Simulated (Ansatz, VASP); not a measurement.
Given: the input of a run of VASP 6.6.1 on Se.

File INCAR:

```
SYSTEM = Se
ALGO     = Normal         ! electronic algorithm
EDIFF    = 1E-7           ! SCF threshold, eV
ENCUT    = 520            ! plane-wave cutoff, eV
GGA      = PE             ! functional
ISIF     = 2              ! what is computed and relaxed
ISMEAR   = -1             ! smearing method
LASPH    = .TRUE.         ! aspherical terms in the spheres
LCHARG   = .FALSE.        ! write CHGCAR
LREAL    = .FALSE.        ! projectors in reciprocal space
LWAVE    = .FALSE.        ! write WAVECAR
NBANDS   = 13             ! bands
NELM     = 100            ! most SCF steps
PREC     = Accurate       ! precision mode
SIGMA    = 0.05           ! smearing width, eV
```

The input KPOINTS:

```
k-points
0
G
  10 10 6
  0 0 0
```

The input POSCAR:

```
Se
1.0
    1.3849116351     -4.0118945471      0.0000000000
    1.3849116351      4.0118945471      0.0000000000
    0.0000000000      0.0000000000      4.5824678402
Se
2
Direct
    0.0643446800      0.9356553200      0.2500000000
    0.9356553200      0.0643446800      0.7500000000
```

Potentials or basis: VASP PAW PBE potentials, release 64 (Se).

The run is started by

```bash
$ cat potpaw_PBE.64/Se/POTCAR > POTCAR
$ mpirun -np 1 vasp_std > vasp.out
```

Task: Translate it to Ansatz 0.2.0. Potentials there: Ansatz PAW.

Result: As run (the cutoff follows the program's own potentials):

input.yaml

```yaml
crystal:
  lattice:
    - [1.3849116351, -4.0118945471, 0.0]
    - [1.3849116351, 4.0118945471, 0.0]
    - [0.0, 0.0, 4.5824678402]
  atoms:
    - { symbol: Se, position: [0.06434468, 0.93565532, 0.25] }
    - { symbol: Se, position: [0.93565532, 0.06434468, 0.75] }
hamiltonian:
  xc: pbe
  pseudopotentials: { kind: paw }
kpoints:
  mp_grid: { grid: [10, 10, 6] }
scf:
  occupations: { method: fermi_dirac, width: 0.05 }
output:
  forces: true
  stress: true
  eigenvalues: true
```

Potentials or basis: Ansatz PAW.

Launch:

```bash
$ ansatz run input.yaml --threads 2 --pin off --max-ram 5120MiB --backend cpu --events-out ev --progress --plain --runs-dir out
```

Both were run:

|  | VASP | Ansatz | Ansatz less VASP |
| --- | --- | --- | --- |
| gap on the k mesh at the Fermi level (eV) | none | none | - |
| pressure (GPa) | 2.8 | 2.8 | -0.06 |
| largest component of the traceless stress (GPa) | 2.49 | 2.43 | -0.064 |
| rms of the force components (eV/Å) | 0.034 | 0.030 | -0.0037 |

Atom by atom the forces differ by 0.004 eV/Å (rms over components). A gap of «none» marks a metal or a gap that the smearing closes. The two sets of potentials don't hold the same shells in valence.
